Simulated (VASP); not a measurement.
# InSe: band structure with LDA

The system is InSe, a slab with vacuum.

```xyz
4
Lattice="4.0278 0.0000 0.0000 -2.0139 3.4882 0.0000 0.0000 0.0000 23.3577" Properties=species:S:1:pos:R:3 pbc="T T T"
Se    4.0278    0.0000    8.9843
Se    4.0278    0.0000   14.3719
In    2.0139    1.1627   10.2809
In    2.0139    1.1627   13.0749
```

| Item | Value |
| --- | --- |
| Program | VASP 6.6.1 |
| Task | band structure |
| Functional | LDA |
| Potentials or basis | VASP PAW LDA potentials, release 64 (Se, In_d) |
| Cutoff | 520 eV |
| k mesh | 9 × 9 × 1 |
| Occupations | gaussian, width 0.03 eV |
| Spin | no spin polarisation |
| Dipole correction | yes |
| Further INCAR settings | ALGO = Normal; EDIFF = 1e-06; NBANDS = 27 |

```yaml
Largest_force: 0.402 eV/Å
Band_gap_on_the_k_mesh: 1.48 eV, indirect (least direct gap 1.55 eV)
Band_gap_along_the_path: 1.47 eV, indirect (least direct gap 1.55 eV)
Ionisation_potential_of_the_upper_face: 6.22 eV
```

Forces in eV/Å, atoms in the order of the input:
```
Se   0.000  0.000  0.400
Se   0.000  0.000 -0.402
In   0.000  0.000 -0.132
In   0.000  0.000  0.134
```

Levels at points of the mesh, in eV from the valence-band top:
| k point | band 17 | band 18 | band 19 | band 20 | band 21 | band 22 |
| --- | --- | --- | --- | --- | --- | --- |
| (0.00, 0.00, 0.00) | -0.36 | -0.36 | -0.08 | 1.48 | 2.67 | 5.00 |

Wall time 3.2 min on 2 MPI ranks on Intel(R) Xeon(R) Platinum 8488C (Sapphire Rapids), with other jobs on the host, peak memory 0.38 GiB a rank.

Caveat: spin-orbit coupling is left out, which moves the levels of the heavy elements.
